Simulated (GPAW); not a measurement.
Au in GPAW: the effect of strain hydrostatic

Au:

```
CELL_PARAMETERS angstrom
1.35486 -2.45370 0.00000
1.35486 2.45370 0.00000
0.00000 0.00000 4.69744
ATOMIC_POSITIONS crystal
Au 0.33467 0.66533 0.25000
Au 0.66533 0.33467 0.75000
```

This isn't the form of Au at room conditions, which is fcc.

Alike in all runs:

| Quantity | Value |
| --- | --- |
| Program | GPAW 26.7.0 |
| Task | single point |
| Functional | PBEsol |
| Potentials or basis | PAW data sets generated in the run's folder for this functional |
| Cutoff | 600 eV |
| Basis | pw |
| k mesh | 11 × 11 × 6 |
| Occupations | fermi-dirac, width 0.05 eV |
| Spin | no spin polarisation |
| Maxiter | 150 |

```csv
strain hydrostatic,pressure (GPa)
-0.04,?
-0.02,8.3
-0.01,2.2
0,-2.8
0.01,-7.0
0.02,-10.4
0.04,-15.4
```

What does the run with strain hydrostatic -0.04 give?

Pressure 24.3 GPa.

Worked out: A parabola through the other rows of the pressure, of slope -774 GPa per unit of strain hydrostatic there, extrapolates to 22.1 GPa, against the run's 24.3.

Caveats: with this Au data set, volumes or pressures lay over 1.5 % or 2 GPa off other programs in two to four cells of ten; the density grid can change from cell to cell, which puts small steps into energies and stress.
